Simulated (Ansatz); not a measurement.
**Lutetium, hcp under LDA: testing the Methfessel-Paxton smearing**

A convergence test of the Methfessel-Paxton smearing width. The geometry was relaxed under LDA beforehand and stays fixed; 7 values are run, from 0.01 to 1.0 eV. Wanted are the values from which on the energy stays within 10 and 1 meV/atom, and the pressure within 0.5 GPa, of the narrowest run. Within the series other settings stay, but some runs also write fields, which adds to their time. Spin polarisation is left out.

Method: DFT LDA, plane waves with PAW, scalar-relativistic, in Ansatz 0.2.0.

## Step 1: The starting structure

Symmetry: P6_3/mmc, No. 194, hexagonal system. The conventional cell has a = 3.382 Å, b = 3.382 Å, c = 5.252 Å, α = 90.00°, β = 90.00°, γ = 120.00°. Lu (site symmetry -6m2) is surrounded by 12 Lu at 3.27 to 3.38 Å.

As a file:

```xyz
2
Lattice="3.3824 0.0000 0.0000 -1.6912 2.9292 0.0000 0.0000 0.0000 5.2524" Properties=species:S:1:pos:R:3 pbc="T T T"
Lu    0.0000    1.9528    1.3131
Lu    1.6912    0.9764    3.9393
```

## Step 2: Run at 0.01 eV

The run at 0.01 eV.

input.yaml

```yaml
crystal:
  lattice:
    - [3.3823924653, 0.0, 0.0]
    - [-1.6911962327, 2.9292378005, 0.0]
    - [0.0, 0.0, 5.2524129119]
  atoms:
    - { symbol: Lu, position: [0.3333333333, 0.6666666667, 0.25] }
    - { symbol: Lu, position: [0.6666666667, 0.3333333333, 0.75] }
hamiltonian:
  xc: lda
  pseudopotentials:
    kind: paw
    azcp:
      Lu: "pseudopotentials/Lu.paw.azcp"
basis:
  ecutwfc: 420
  fft_grid_basis: typed
kpoints:
  mp_grid: { grid: [11, 11, 6], shift: [0, 0, 0] }
magnetization:
  spin_polarized: false
scf:
  occupations: { method: methfessel_paxton, width: 0.01 }
  lower_state_search: "off"
output:
  stress: true
```

On the command line:

```bash
> ansatz run input.yaml --threads 2 --pin off --max-ram 5120MiB --backend cpu --events-out ev --progress --plain --runs-dir out
```

Output, shortened:

```text
Warning: <dir> the record states the generating functional pbe (its physics header spells it `PBE`), which answers neither for hamiltonian.xc's functional nor for the lda family's — results may be inconsistent (PPs are generated against a specific XC)
Warning: RAYON_NUM_THREADS=2 ignored (pool sized by the plan → 2); use --threads N
band count auto-derived: 31 (N_el = 50.0; filled up to band 25; 30 by the electrons, moments and atoms)
[...]
Pseudopotentials: kind: paw
Pseudopotential: Lu, paw, valence charge 25, recommended cutoff 420 eV (normal), <dir>
Functional definition: SPW92
[...]
Crystal: 2 atoms, lattice volume = 52.040 Å³
Basis set: ecut = 420 eV, 1025 PW (Γ)
Bands: 31, of which v1, the nominal top of the filled ones, is band 25 counted from 1 (24 counted from 0)
Symmetry: 24 space group operations
Space group: P63/mmc (ITA 194), of the structure as read, at distance tolerance 3.7e-5 Å
k-points: 64 of 726
[...]
SCF iter   1: F=—  HF=-28986.003021 eV  |F-HF|=—  |Δ(HF+E_count)|=         —  Δρ=4.28e-3  dr2=5.25e-3  ethr=1.77e-3  ⟨swp⟩=5.4  Hψ=8668  notcnv=0
[...]
SCF iter   8: F=-28985.995851 eV  HF=-28985.995851 eV  |F-HF|=1.98e-8  |Δ(HF+E_count)|=   1.93e-7  S|Δr|=    0.00e0  Δρ=4.19e-6  dr2=2.92e-9  ethr=2.00e-10  ⟨swp⟩=6.8  Hψ=10346  notcnv=0
[...]
SCF converged after 8 iterations
Stability not checked: this state was not tested for a lower state beside it, because cold or Methfessel-Paxton smearing, or corrected tetrahedra, fill the levels in a way that the test cannot read (fill_not_monotonic; see scf.lower_state_search)
Free energy (F): -28985.995851 eV
[...]
E sigma→0 (E₀):  -28985.995840 eV
Entropy (-TS):   -0.000045 eV (-0.023 meV/atom)
Fermi energy:    15.215375 eV
[...]
--- Stress (GPa, compression-positive) ---
       -0.111992      -0.000000      -0.000000
       -0.000000      -0.111992      -0.000000
       -0.000000      -0.000000      -0.827771
  P = ⅓ Tr σ = -0.3506 GPa (-3.506 kbar)
```

Run time: 1.2 s. Hardware: 2 threads of AMD EPYC 9R45 (Zen 5), shared host; peak memory 0.42 GiB.

## Step 3: Run at 0.03 eV

The run at 0.03 eV.

input.yaml: that of step 2 with these lines changed.

```diff
@@ -22,3 +22,3 @@
 scf:
-  occupations: { method: methfessel_paxton, width: 0.01 }
+  occupations: { method: methfessel_paxton, width: 0.03 }
   lower_state_search: "off"
@@ -26 +26,5 @@
   stress: true
+  write_density: true
+  write_potential: true
+  elf: true
+  volumetric_format: npy
```

On the command line:

```bash
> ansatz run input.yaml --threads 2 --pin off --max-ram 5120MiB --backend cpu --events-out ev --progress --plain --runs-dir out
```

Output, shortened:

```text
Warning: <dir> the record states the generating functional pbe (its physics header spells it `PBE`), which answers neither for hamiltonian.xc's functional nor for the lda family's — results may be inconsistent (PPs are generated against a specific XC)
Warning: RAYON_NUM_THREADS=2 ignored (pool sized by the plan → 2); use --threads N
band count auto-derived: 31 (N_el = 50.0; filled up to band 25; 30 by the electrons, moments and atoms)
[...]
[... 3 set-up lines as earlier in the session ...]
[...]
Crystal: 2 atoms, lattice volume = 52.040 Å³
Basis set: ecut = 420 eV, 1025 PW (Γ)
Bands: 31, of which v1, the nominal top of the filled ones, is band 25 counted from 1 (24 counted from 0)
[... 2 set-up lines as earlier in the session ...]
k-points: 64 of 726
[...]
SCF iter   1: F=—  HF=-28986.003056 eV  |F-HF|=—  |Δ(HF+E_count)|=         —  Δρ=4.28e-3  dr2=5.24e-3  ethr=1.77e-3  ⟨swp⟩=5.5  Hψ=8687  notcnv=0
[...]
SCF iter   8: F=-28985.995879 eV  HF=-28985.995879 eV  |F-HF|=1.09e-8  |Δ(HF+E_count)|=   1.68e-7  S|Δr|=    0.00e0  Δρ=3.53e-6  dr2=2.16e-9  ethr=2.00e-10  ⟨swp⟩=12.6  Hψ=21016  notcnv=0
[...]
SCF converged after 8 iterations
Stability not checked: this state was not tested for a lower state beside it, because cold or Methfessel-Paxton smearing, or corrected tetrahedra, fill the levels in a way that the test cannot read (fill_not_monotonic; see scf.lower_state_search)
Free energy (F): -28985.995879 eV
[...]
E sigma→0 (E₀):  -28985.995914 eV
Entropy (-TS):   0.000138 eV (0.069 meV/atom)
Fermi energy:    15.221541 eV
[...]
--- Stress (GPa, compression-positive) ---
       -0.114169      -0.000000      -0.000000
       -0.000000      -0.114169      -0.000000
       -0.000000      -0.000000      -0.786461
  P = ⅓ Tr σ = -0.3383 GPa (-3.383 kbar)
--- Band table (eV; the first three rows and the last of 64) ---
[...]
```

Wall time 1.8 s (2 threads of AMD EPYC 9R45 (Zen 5), shared host); peak memory 0.43 GiB.

## Step 4: Run at 0.1 eV

The run at 0.1 eV.

input.yaml: that of step 3 with these lines changed.

```diff
@@ -22,3 +22,3 @@
 scf:
-  occupations: { method: methfessel_paxton, width: 0.03 }
+  occupations: { method: methfessel_paxton, width: 0.1 }
   lower_state_search: "off"
@@ -26,5 +26 @@
   stress: true
-  write_density: true
-  write_potential: true
-  elf: true
-  volumetric_format: npy
```

On the command line:

```bash
> ansatz run input.yaml --threads 2 --pin off --max-ram 5120MiB --backend cpu --events-out ev --progress --plain --runs-dir out
```

Output, shortened:

```text
Warning: <dir> the record states the generating functional pbe (its physics header spells it `PBE`), which answers neither for hamiltonian.xc's functional nor for the lda family's — results may be inconsistent (PPs are generated against a specific XC)
Warning: RAYON_NUM_THREADS=2 ignored (pool sized by the plan → 2); use --threads N
band count auto-derived: 31 (N_el = 50.0; filled up to band 25; 30 by the electrons, moments and atoms)
[...]
[... 3 set-up lines as earlier in the session ...]
[...]
Crystal: 2 atoms, lattice volume = 52.040 Å³
Basis set: ecut = 420 eV, 1025 PW (Γ)
Bands: 31, of which v1, the nominal top of the filled ones, is band 25 counted from 1 (24 counted from 0)
[... 2 set-up lines as earlier in the session ...]
k-points: 64 of 726
[...]
SCF iter   1: F=—  HF=-28986.002733 eV  |F-HF|=—  |Δ(HF+E_count)|=         —  Δρ=4.30e-3  dr2=5.59e-3  ethr=1.77e-3  ⟨swp⟩=5.3  Hψ=8585  notcnv=0
[...]
SCF iter   8: F=-28985.995391 eV  HF=-28985.995391 eV  |F-HF|=3.78e-9  |Δ(HF+E_count)|=   3.50e-7  S|Δr|=    0.00e0  Δρ=3.72e-6  dr2=5.37e-9  ethr=2.00e-10  ⟨swp⟩=5.3  Hψ=12599  notcnv=0
[...]
SCF converged after 8 iterations
Stability not checked: this state was not tested for a lower state beside it, because cold or Methfessel-Paxton smearing, or corrected tetrahedra, fill the levels in a way that the test cannot read (fill_not_monotonic; see scf.lower_state_search)
Free energy (F): -28985.995391 eV
[...]
E sigma→0 (E₀):  -28985.995895 eV
Entropy (-TS):   0.002019 eV (1.010 meV/atom)
Fermi energy:    15.230182 eV
[...]
--- Stress (GPa, compression-positive) ---
       -0.084112      -0.000000      -0.000000
        0.000000      -0.084112      -0.000000
       -0.000000      -0.000000      -0.631980
  P = ⅓ Tr σ = -0.2667 GPa (-2.667 kbar)
```

It took 1.2 s on 2 threads of AMD EPYC 9R45 (Zen 5), shared host; peak memory 0.43 GiB.

## Step 5: Run at 0.2 eV

The run at 0.2 eV.

input.yaml: that of step 4 with these lines changed.

```diff
@@ -22,3 +22,3 @@
 scf:
-  occupations: { method: methfessel_paxton, width: 0.1 }
+  occupations: { method: methfessel_paxton, width: 0.2 }
   lower_state_search: "off"
```

On the command line:

```bash
> ansatz run input.yaml --threads 2 --pin off --max-ram 5120MiB --backend cpu --events-out ev --progress --plain --runs-dir out
```

Output, shortened:

```text
Warning: <dir> the record states the generating functional pbe (its physics header spells it `PBE`), which answers neither for hamiltonian.xc's functional nor for the lda family's — results may be inconsistent (PPs are generated against a specific XC)
Warning: RAYON_NUM_THREADS=2 ignored (pool sized by the plan → 2); use --threads N
band count auto-derived: 31 (N_el = 50.0; filled up to band 25; 30 by the electrons, moments and atoms)
[...]
[... 3 set-up lines as earlier in the session ...]
[...]
Crystal: 2 atoms, lattice volume = 52.040 Å³
Basis set: ecut = 420 eV, 1025 PW (Γ)
Bands: 31, of which v1, the nominal top of the filled ones, is band 25 counted from 1 (24 counted from 0)
[... 2 set-up lines as earlier in the session ...]
k-points: 64 of 726
[...]
SCF iter   1: F=—  HF=-28985.999527 eV  |F-HF|=—  |Δ(HF+E_count)|=         —  Δρ=4.27e-3  dr2=5.51e-3  ethr=1.77e-3  ⟨swp⟩=5.5  Hψ=8426  notcnv=0
[...]
SCF iter   8: F=-28985.992206 eV  HF=-28985.992206 eV  |F-HF|=3.10e-9  |Δ(HF+E_count)|=   2.75e-7  S|Δr|=    0.00e0  Δρ=3.31e-6  dr2=3.56e-9  ethr=2.00e-10  ⟨swp⟩=7.0  Hψ=10786  notcnv=0
[...]
SCF converged after 8 iterations
Stability not checked: this state was not tested for a lower state beside it, because cold or Methfessel-Paxton smearing, or corrected tetrahedra, fill the levels in a way that the test cannot read (fill_not_monotonic; see scf.lower_state_search)
Free energy (F): -28985.992206 eV
[...]
E sigma→0 (E₀):  -28985.993692 eV
Entropy (-TS):   0.005942 eV (2.971 meV/atom)
Fermi energy:    15.224613 eV
[...]
--- Stress (GPa, compression-positive) ---
       -0.070891      -0.000000       0.000000
       -0.000000      -0.070891      -0.000000
       -0.000000      -0.000000      -0.506601
  P = ⅓ Tr σ = -0.2161 GPa (-2.161 kbar)
```

Wall time 1.2 s (2 threads of AMD EPYC 9R45 (Zen 5), shared host); peak memory 0.43 GiB.

## Step 6: Run at 0.3 eV

The run at 0.3 eV.

input.yaml: that of step 5 with these lines changed.

```diff
@@ -22,3 +22,3 @@
 scf:
-  occupations: { method: methfessel_paxton, width: 0.2 }
+  occupations: { method: methfessel_paxton, width: 0.3 }
   lower_state_search: "off"
@@ -26 +26,5 @@
   stress: true
+  write_density: true
+  write_potential: true
+  elf: true
+  volumetric_format: npy
```

On the command line:

```bash
> ansatz run input.yaml --threads 2 --pin off --max-ram 5120MiB --backend cpu --events-out ev --progress --plain --runs-dir out
```

Output, shortened:

```text
Warning: <dir> the record states the generating functional pbe (its physics header spells it `PBE`), which answers neither for hamiltonian.xc's functional nor for the lda family's — results may be inconsistent (PPs are generated against a specific XC)
Warning: RAYON_NUM_THREADS=2 ignored (pool sized by the plan → 2); use --threads N
band count auto-derived: 31 (N_el = 50.0; filled up to band 25; 30 by the electrons, moments and atoms)
[...]
[... 3 set-up lines as earlier in the session ...]
[...]
Crystal: 2 atoms, lattice volume = 52.040 Å³
Basis set: ecut = 420 eV, 1025 PW (Γ)
Bands: 31, of which v1, the nominal top of the filled ones, is band 25 counted from 1 (24 counted from 0)
[... 2 set-up lines as earlier in the session ...]
k-points: 64 of 726
[...]
SCF iter   1: F=—  HF=-28985.998371 eV  |F-HF|=—  |Δ(HF+E_count)|=         —  Δρ=4.18e-3  dr2=5.01e-3  ethr=1.77e-3  ⟨swp⟩=5.4  Hψ=8265  notcnv=0
[...]
SCF iter   8: F=-28985.991237 eV  HF=-28985.991237 eV  |F-HF|=1.20e-8  |Δ(HF+E_count)|=   2.82e-7  S|Δr|=    0.00e0  Δρ=3.63e-6  dr2=2.93e-9  ethr=2.00e-10  ⟨swp⟩=13.7  Hψ=22431  notcnv=0
[...]
SCF converged after 8 iterations
Stability not checked: this state was not tested for a lower state beside it, because cold or Methfessel-Paxton smearing, or corrected tetrahedra, fill the levels in a way that the test cannot read (fill_not_monotonic; see scf.lower_state_search)
Free energy (F): -28985.991237 eV
[...]
E sigma→0 (E₀):  -28985.990203 eV
Entropy (-TS):   -0.004134 eV (-2.067 meV/atom)
Fermi energy:    15.217874 eV
[...]
--- Stress (GPa, compression-positive) ---
       -0.072470      -0.000000       0.000000
       -0.000000      -0.072470      -0.000000
        0.000000      -0.000000      -0.301077
  P = ⅓ Tr σ = -0.1487 GPa (-1.487 kbar)
--- Band table (eV; the first three rows and the last of 64) ---
[...]
```

Run time: 1.8 s. Hardware: 2 threads of AMD EPYC 9R45 (Zen 5), shared host; peak memory 0.44 GiB.

## Step 7: Run at 0.6 eV

The run at 0.6 eV.

input.yaml: that of step 6 with these lines changed.

```diff
@@ -22,3 +22,3 @@
 scf:
-  occupations: { method: methfessel_paxton, width: 0.3 }
+  occupations: { method: methfessel_paxton, width: 0.6 }
   lower_state_search: "off"
@@ -26,5 +26 @@
   stress: true
-  write_density: true
-  write_potential: true
-  elf: true
-  volumetric_format: npy
```

On the command line:

```bash
> ansatz run input.yaml --threads 2 --pin off --max-ram 5120MiB --backend cpu --events-out ev --progress --plain --runs-dir out
```

Output, shortened:

```text
Warning: <dir> the record states the generating functional pbe (its physics header spells it `PBE`), which answers neither for hamiltonian.xc's functional nor for the lda family's — results may be inconsistent (PPs are generated against a specific XC)
Warning: RAYON_NUM_THREADS=2 ignored (pool sized by the plan → 2); use --threads N
band count auto-derived: 31 (N_el = 50.0; filled up to band 25; 30 by the electrons, moments and atoms)
[...]
[... 3 set-up lines as earlier in the session ...]
[...]
Crystal: 2 atoms, lattice volume = 52.040 Å³
Basis set: ecut = 420 eV, 1025 PW (Γ)
Bands: 31, of which v1, the nominal top of the filled ones, is band 25 counted from 1 (24 counted from 0)
[... 2 set-up lines as earlier in the session ...]
k-points: 64 of 726
[...]
SCF iter   1: F=—  HF=-28986.017420 eV  |F-HF|=—  |Δ(HF+E_count)|=         —  Δρ=4.00e-3  dr2=4.01e-3  ethr=1.77e-3  ⟨swp⟩=4.9  Hψ=7865  notcnv=0
[...]
SCF iter   8: F=-28986.010716 eV  HF=-28986.010716 eV  |F-HF|=3.57e-8  |Δ(HF+E_count)|=   9.63e-8  S|Δr|=    0.00e0  Δρ=5.08e-6  dr2=4.40e-9  ethr=7.90e-11  ⟨swp⟩=6.4  Hψ=9920  notcnv=0
[...]
SCF converged after 8 iterations
Stability not checked: this state was not tested for a lower state beside it, because cold or Methfessel-Paxton smearing, or corrected tetrahedra, fill the levels in a way that the test cannot read (fill_not_monotonic; see scf.lower_state_search)
Free energy (F): -28986.010716 eV
[...]
E sigma→0 (E₀):  -28985.996029 eV
Entropy (-TS):   -0.058750 eV (-29.375 meV/atom)
Fermi energy:    15.211628 eV
[...]
--- Stress (GPa, compression-positive) ---
       -0.179696       0.000000       0.000000
       -0.000000      -0.179696      -0.000000
        0.000000      -0.000000       0.227004
  P = ⅓ Tr σ = -0.0441 GPa (-0.441 kbar)
```

Wall time 1.2 s (2 threads of AMD EPYC 9R45 (Zen 5), shared host); peak memory 0.43 GiB.

## Step 8: Run at 1.0 eV

The run at 1.0 eV.

input.yaml: that of step 7 with these lines changed.

```diff
@@ -22,3 +22,3 @@
 scf:
-  occupations: { method: methfessel_paxton, width: 0.6 }
+  occupations: { method: methfessel_paxton, width: 1.0 }
   lower_state_search: "off"
```

On the command line:

```bash
> ansatz run input.yaml --threads 2 --pin off --max-ram 5120MiB --backend cpu --events-out ev --progress --plain --runs-dir out
```

Output, shortened:

```text
Warning: <dir> the record states the generating functional pbe (its physics header spells it `PBE`), which answers neither for hamiltonian.xc's functional nor for the lda family's — results may be inconsistent (PPs are generated against a specific XC)
Warning: RAYON_NUM_THREADS=2 ignored (pool sized by the plan → 2); use --threads N
band count auto-derived: 33 (N_el = 50.0; filled up to band 25; 30 by the electrons, moments and atoms)
[...]
[... 3 set-up lines as earlier in the session ...]
[...]
Crystal: 2 atoms, lattice volume = 52.040 Å³
Basis set: ecut = 420 eV, 1025 PW (Γ)
Bands: 33, of which v1, the nominal top of the filled ones, is band 25 counted from 1 (24 counted from 0)
[... 2 set-up lines as earlier in the session ...]
k-points: 64 of 726
[...]
SCF iter   1: F=—  HF=-28986.053823 eV  |F-HF|=—  |Δ(HF+E_count)|=         —  Δρ=3.76e-3  dr2=2.70e-3  ethr=1.77e-3  ⟨swp⟩=4.8  Hψ=8337  notcnv=0
[...]
SCF iter   8: F=-28986.047750 eV  HF=-28986.047750 eV  |F-HF|=3.12e-8  |Δ(HF+E_count)|=   5.94e-8  S|Δr|=    0.00e0  Δρ=5.12e-6  dr2=4.18e-9  ethr=8.85e-11  ⟨swp⟩=6.0  Hψ=10190  notcnv=0
[...]
SCF converged after 8 iterations
Stability not checked: this state was not tested for a lower state beside it, because cold or Methfessel-Paxton smearing, or corrected tetrahedra, fill the levels in a way that the test cannot read (fill_not_monotonic; see scf.lower_state_search)
Free energy (F): -28986.047750 eV
[...]
E sigma→0 (E₀):  -28986.030202 eV
Entropy (-TS):   -0.070193 eV (-35.097 meV/atom)
Fermi energy:    15.232154 eV
[...]
--- Stress (GPa, compression-positive) ---
       -0.204473      -0.000000       0.000000
       -0.000000      -0.204473      -0.000000
        0.000000      -0.000000       0.483600
  P = ⅓ Tr σ = 0.0249 GPa (0.249 kbar)
```

It took 1.3 s on 2 threads of AMD EPYC 9R45 (Zen 5), shared host; peak memory 0.43 GiB.

## Step 9: The series

Energies count from the run at 0.01 eV.

| smearing (eV) | F (meV/atom) | E(σ → 0) (meV/atom) | P (GPa) | SCF cycles | CPU time |
| --- | --- | --- | --- | --- | --- |
| 0.01 | 0.00 | 0.00 | -0.35 | 8 | 2.2 s |
| 0.03 | -0.01 | -0.04 | -0.34 | 8 | 3.4 s |
| 0.1 | 0.23 | -0.03 | -0.27 | 8 | 2.1 s |
| 0.2 | 1.82 | 1.07 | -0.22 | 8 | 2.2 s |
| 0.3 | 2.31 | 2.82 | -0.15 | 8 | 3.4 s |
| 0.6 | -7.43 | -0.09 | -0.04 | 8 | 2.3 s |
| 1.0 | -25.95 | -17.18 | 0.02 | 8 | 2.4 s |

## Step 10: Summary of results

| quantity | value |
| --- | --- |
| E(σ → 0) stays within 10 meV/atom of 0.01 eV | up to 0.6 eV |
| E(σ → 0) stays within 1 meV/atom | up to 0.1 eV |
| pressure stays within 0.5 GPa | up to 1.0 eV |
| pressure at 0.01 eV | -0.35 GPa |
| energy of a separate run on a finer mesh (18×18×10) | +3.5 meV/atom from 0.01 eV |

At 1.0 eV the energy differs by -17.2 meV/atom and the pressure by +0.4 GPa. The free energy F moves by -25.9 meV/atom over the range, and the estimate for σ → 0 by -17.2. This scheme cancels the term in the square of the width, so F moves little up to 0.2 eV. The mesh (11×11×6) is fixed, so the narrowest widths carry a k-point error of their own. The yardstick itself is unsettled by 3.5 meV/atom against the finer mesh, so the thresholds above hold only within this series, and wider smearing, which averages over more states, can land nearer the fine-mesh value than the narrowest does. The cell taken over is 12 % smaller than the measured one (29.50 Å³/atom, COD), which weighs on all values here.
